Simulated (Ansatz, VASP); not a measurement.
## One calculation of V, two programs

Contents of INCAR:

```
SYSTEM = V
ALGO = Normal ; EDIFF = 1E-7
EDIFFG = -0.005 ; ENCUT = 600
GGA = PE ; IBRION = 2
ISIF = 3 ; ISMEAR = 0
IVDW = 12 ; LASPH = .True.
LCHARG = .False. ; LREAL = .False.
LWAVE = .False. ; NELM = 100
NSW = 100 ; PREC = Accurate
SIGMA = 0.1
```

KPOINTS

```
k-points
0
Gamma
  18 18 18
  0 0 0
```

Contents of POSCAR:

```
V
1.0
    0.0000000000      1.8963810953      1.8963810953
    1.8963810953      0.0000000000      1.8963810953
    1.8963810953      1.8963810953      0.0000000000
V
1
Direct
    0.0000000000      0.0000000000      0.0000000000
```

Input for Ansatz:

```yaml
crystal:
  lattice:
    - [0.0, 1.8963810953, 1.8963810953]
    - [1.8963810953, 0.0, 1.8963810953]
    - [1.8963810953, 1.8963810953, 0.0]
  atoms:
    - { symbol: V, position: [0.0, 0.0, 0.0] }
basis:
  ecutwfc: 420
kpoints:
  mp_grid: { grid: [18, 18, 18] }
hamiltonian:
  xc: pbe
  dispersion: d3bj
scf:
  occupations: { method: gaussian, width: 0.1 }
output:
  forces: true
  stress: true
  eigenvalues: true
relax:
  adjacent_minimum: "off"
  f_tol: 0.005
  max_steps: 80
  cell: { stress_tol: 0.05 }
```

This isn't the form of V at room conditions, which is bcc.

Alike in both runs: task relaxation of cell and atoms; functional PBE; dispersion D3(BJ); k mesh 18 × 18 × 18; occupations gaussian, width 0.1 eV; no spin polarisation.

```csv
,VASP,Ansatz
version,VASP 6.6.1,Ansatz 0.2.0
potentials or method,"VASP PAW PBE potentials, release 64 (V_sv)","scalar-relativistic, plane waves, PAW"
plane-wave cutoff (eV),600,420
valence electrons in the cell,13,13
```

Ansatz gave:

- gap on the k mesh at the Fermi level, each at its own relaxed structure (eV): none
- relaxed volume (Å³/atom): 13.29
- relaxed cell length with the largest relative difference (Å): 2.659
- energy change over the relaxation (meV/atom): -5

Task: Estimate VASP's values.

Result: gap on the k mesh at the Fermi level, each at its own relaxed structure (eV): none; relaxed volume (Å³/atom): 13.30; relaxed cell length with the largest relative difference (Å): 2.660; energy change over the relaxation (meV/atom): -5.

A gap of «none» marks a metal or a gap that the smearing closes.

Caveats: pairwise dispersion overbinds metals, which lowers pressure and volume.
